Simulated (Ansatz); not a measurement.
**InSe: projected DOS by orbital**

```
CELL_PARAMETERS angstrom
5.82639 -2.05465 0.00000
5.82639 2.05465 0.00000
-1.72323 0.00000 4.77135
ATOMIC_POSITIONS crystal
In 0.11180 0.11180 0.95316
In 0.88820 0.88820 0.04684
Se 0.33907 0.33907 0.33104
Se 0.66093 0.66093 0.66896
```

Atoms are numbered in the order listed.

The cell is the one relaxed in the Materials Project (mp-21405), not relaxed further here; entries there can be hypothetical.

Spin–orbit coupling is left out, though it moves levels of the heavy atoms by tenths of an eV or more.

Theory: DFT, LDA, all-electron LAPW, scalar-relativistic in Ansatz 0.2.0.

Numerical set-up: a Γ-centred 7×7×6 k mesh, Fermi–Dirac smearing of 0.03 eV, basis error target 0.5 meV/atom, no spin polarisation.

States per eV for one atom of each kind, in 0.4 eV bins named by their centres, from the valence-band top, projected on a minimal set of Löwdin-orthogonalised atomic shells; orbitals are real harmonics on the Cartesian axes, equal curves share a column, and empty bins are left out, as is all above 6.2 eV, near the top of the computed bands.

In1 5p:

```
# E all pz px py
-13.0 0.08 0.01 0.05 0.01
-12.6 0.15 0.02 0.09 0.05
-12.2 0.14 0.02 0.04 0.08
-11.8 0.28 0.16 0.02 0.10
-11.4 0.02 0.01 0.00 0.01
-6.2 0.04 0.01 0.03 0.00
-5.8 0.12 0.02 0.09 0.01
-5.4 0.04 0.01 0.03 0.00
-5.0 0.11 0.02 0.08 0.01
-4.6 0.11 0.02 0.08 0.01
-4.2 0.05 0.01 0.04 0.00
-3.8 0.05 0.01 0.01 0.03
-3.4 0.27 0.08 0.08 0.11
-3.0 0.40 0.18 0.09 0.13
-2.6 0.30 0.12 0.07 0.11
-2.2 0.38 0.11 0.11 0.16
-1.8 0.36 0.10 0.11 0.16
-1.4 0.38 0.13 0.16 0.09
-1.0 0.42 0.09 0.25 0.07
-0.6 0.21 0.03 0.15 0.03
-0.2 0.06 0.00 0.05 0.00
1.4 0.05 0.04 0.01 0.00
1.8 0.29 0.14 0.04 0.11
2.2 0.36 0.17 0.03 0.16
2.6 0.37 0.19 0.04 0.14
3.0 0.47 0.28 0.06 0.14
3.4 1.08 0.52 0.15 0.41
3.8 0.69 0.28 0.12 0.29
4.2 0.56 0.15 0.11 0.31
4.6 0.63 0.14 0.20 0.30
5.0 0.53 0.15 0.18 0.20
5.4 0.82 0.27 0.25 0.31
5.8 1.03 0.35 0.26 0.42
```

Se3 4p:

```
# E all pz px py
-13.0 0.01 0.00 0.00 0.00
-12.6 0.01 0.01 0.00 0.00
-12.2 0.01 0.00 0.00 0.00
-11.8 0.01 0.00 0.01 0.00
-6.2 0.13 0.02 0.05 0.06
-5.8 0.44 0.10 0.15 0.19
-5.4 0.15 0.06 0.03 0.05
-5.0 0.43 0.10 0.06 0.27
-4.6 0.52 0.22 0.15 0.15
-4.2 0.29 0.18 0.08 0.03
-3.8 0.09 0.03 0.03 0.03
-3.4 0.54 0.12 0.27 0.15
-3.0 0.89 0.14 0.50 0.25
-2.6 0.78 0.17 0.38 0.24
-2.2 1.14 0.38 0.34 0.43
-1.8 1.30 0.53 0.29 0.48
-1.4 1.50 0.62 0.33 0.55
-1.0 1.71 0.78 0.45 0.49
-0.6 0.77 0.34 0.32 0.11
-0.2 0.17 0.06 0.10 0.01
1.4 0.09 0.02 0.05 0.01
1.8 0.49 0.11 0.23 0.15
2.2 0.35 0.07 0.17 0.11
2.6 0.19 0.04 0.09 0.05
3.0 0.19 0.07 0.07 0.06
3.4 0.42 0.13 0.14 0.14
3.8 0.25 0.07 0.08 0.10
4.2 0.16 0.06 0.04 0.06
4.6 0.22 0.09 0.05 0.08
5.0 0.18 0.06 0.05 0.07
5.4 0.25 0.09 0.08 0.09
5.8 0.28 0.07 0.10 0.11
```

In1 5s:

```
# E all
-13.0 0.06
-12.6 0.08
-12.2 0.04
-11.8 0.03
-6.2 0.24
-5.8 0.84
-5.4 0.27
-5.0 0.34
-4.6 0.33
-4.2 0.17
-3.8 0.01
-3.4 0.04
-3.0 0.05
-2.6 0.05
-2.2 0.05
-1.8 0.06
-1.4 0.08
-1.0 0.08
-0.6 0.05
-0.2 0.01
1.4 0.09
1.8 0.57
2.2 0.35
2.6 0.13
3.0 0.09
3.4 0.12
3.8 0.10
4.2 0.06
4.6 0.10
5.0 0.07
5.4 0.08
5.8 0.06
```

Se3 4s:

```
# E all
-13.0 0.32
-12.6 0.61
-12.2 0.61
-11.8 1.74
-11.4 0.20
-6.2 0.01
-5.8 0.06
-5.4 0.04
-5.0 0.05
-4.6 0.07
-4.2 0.06
-3.4 0.01
-3.0 0.02
-2.6 0.02
-2.2 0.02
-1.8 0.02
-1.4 0.02
-1.0 0.02
-0.6 0.01
1.4 0.02
1.8 0.06
2.2 0.07
2.6 0.05
3.0 0.04
3.4 0.05
3.8 0.03
4.2 0.03
4.6 0.04
5.0 0.03
5.4 0.04
5.8 0.03
```
